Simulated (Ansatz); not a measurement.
**Polymorphs of Li4F**

The calculation used Ansatz, DFT PBE, scalar-relativistic, plane waves, PAW. Settings: cutoff 420 eV, Γ-centred meshes spaced at most about 0.3 Å⁻¹, and about 0.25 Å⁻¹ or finer for metals (2π included), Gaussian smearing. No spin polarisation.

The zero of energy is the elements' standard structures at the same level (F₂ as a molecule); no fitted shifts are applied.

These are static total energies at zero pressure. Only the structures computed here compete, so a lower one can exist. For metals, differences of a few meV/atom aren't resolved.

Invented guesses were relaxed alike, and ends that match in structure were merged. ΔE counts from the first row. Coordination counts Li atoms around F (those within 1.25 times the shortest such distance or 1.15 times the sum of covalent radii; a plus sign parts nearer from farther groups; the shortest distance is added where it is long for a bond). The ends were matched against large subsets of the Crystallography Open Database and the Materials Project, so a missing match doesn't prove that a structure is unreported.

| # | reached from | type and space group | atoms | Å³/atom | coordination | ΔE (meV/atom) | gap on mesh (eV) | in databases |
| --- | --- | --- | --- | --- | --- | --- | --- | --- |
| 1 | PbF4 type (I4/mmm) | I4/mmm (No. 139) | 5 | 15.8 | F 6 | 0 | 0.00 | no match |
| 2 | random cell | Pm-3m (No. 221) | 5 | 15.6 | F 6 | 80 | 0.00 | no match |
| 3 | SO4 type (F-43m) | F-43m (No. 216) | 5 | 28.7 | F 4 | 166 | 0.00 | no match |
| 4 | CrGa4 type (Im-3m) | Im-3m (No. 229) | 5 | 14.7 | F 8 from 2.3 Å | 188 | 0.00 | no match |
| 5 | ordered vacancies on the anion sites of antifluorite | P4/mmm (No. 123) | 5 | 15.3 | F 8 from 2.3 Å | 217 | 0.00 | no match |
| 6 | random cell | P6/mmm (No. 191) | 5 | 18.0 | F 12 from 2.9 Å | 673 | 0.00 | no match |
| 7 | random cell | R-3m (No. 166) | 5 | 24.7 | F 6 from 2.6 Å | 674 | 0.00 | no match |
| 8 | random cell | Pm-3m (No. 221) | 5 | 24.8 | F 12+8 from 3.5 Å | 992 | 0.00 | no match |

The lowest: Space group I4/mmm (No. 139), tetragonal, a = 4.147 Å, c = 9.188 Å. Li on a site of symmetry 4mm is surrounded by 1 F at 1.94 Å; Li on a site of symmetry mmm has 2 F at 2.07 Å; F has 2 Li at 1.94 Å and 4 Li at 2.07 Å. Its energy over the elements is −1.06 eV/atom. Whether it is stable depends on the other phases of the system, which aren't compared here. An observed structure of this formula, if there is one, may be missing.

```xyz
5
Lattice="-2.0736 2.0736 4.5942 2.0736 -2.0736 4.5942 2.0736 2.0736 -4.5942" Properties=species:S:1:pos:R:3 pbc="T T T"
Li    0.0000    0.0000    1.9425
Li    0.0000    0.0000    7.2460
Li    0.0000    2.0736    0.0000
Li    2.0736    0.0000    0.0000
F     0.0000    0.0000    0.0000
```

The second: Space group Pm-3m (No. 221), cubic, a = 4.269 Å. Li on a site of symmetry m-3m is surrounded by 12 Li at 3.02 Å; Li on a site of symmetry 4/mmm is surrounded by 2 F at 2.13 Å and 12 Li at 3.02 Å; around F lie 6 Li at 2.13 Å. Counting Li atoms around F, the first and the second both have F 6. Shaken at random and relaxed again, row 7 falls into row 1, 0.67 eV/atom lower, so it is a saddle point or a shallow minimum. Cells without such a test can be saddle points.

```cif
data_structure
_symmetry_space_group_name_H-M 'Pm-3m'
_symmetry_Int_Tables_number 221
_cell_length_a 4.2689
_cell_length_b 4.2689
_cell_length_c 4.2689
_cell_angle_alpha 90.000
_cell_angle_beta 90.000
_cell_angle_gamma 90.000
_cell_volume 77.79
loop_
_atom_site_label
_atom_site_type_symbol
_atom_site_symmetry_multiplicity
_atom_site_Wyckoff_symbol
_atom_site_fract_x
_atom_site_fract_y
_atom_site_fract_z
_atom_site_occupancy
Li1 Li 1 b 0.50000 0.50000 0.50000 1
Li2 Li 3 d 0.50000 0.00000 0.00000 1
F1 F 1 a 0.00000 0.00000 0.00000 1
```

Some types were kept out of the candidates beforehand, so the set may lack a known form.
